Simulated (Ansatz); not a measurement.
Consider BeO in the wurtzite structure (space group P6_3mc, No. 186).

```
BeO
1.0
    2.69025     0.00000     0.00000
   -1.34512     2.32982     0.00000
    0.00000     0.00000     4.36941
Be O
2 2
Direct
  0.66667   0.33333   0.00145
  0.33333   0.66667   0.50145
  0.66667   0.33333   0.62375
  0.33333   0.66667   0.12375
```

Level of theory: r2SCAN in Ansatz (plane waves to 500 eV, PAW, no spin-orbit coupling), earlier PAW set.

Base values:

| Item | Value |
|---|---|
| Width of the top valence band | 2.46 eV |
| Lattice parameter a | 2.690 Å |
| Electron mass | 0.53 mₑ along c, 0.61 mₑ across (at Γ) |

The change: cell and atoms relaxed at a pressure of 10 GPa.

Q: Predict the new width of the top valence band, lattice parameter a, electron mass and mean gap deformation potential ΔEg/Δln V.

A: The width of the top valence band rises by 0.09 eV (2.46 eV → 2.55 eV); the lattice parameter a falls by 0.0367 Å to 2.654 Å; the electron mass changes from 0.53 mₑ along c, 0.61 mₑ across (at Γ) to 0.53 mₑ along c, 0.62 mₑ across (at Γ); the mean gap deformation potential ΔEg/Δln V amounts to -11.2 eV.

Load acts through the strain it causes; cell and atoms are relaxed under it. Effective masses come from finite differences of ±0.01 Å⁻¹. Stability against distortions was not tested. Competing high-pressure phases were not computed.

Ansatz is a first-principles code.
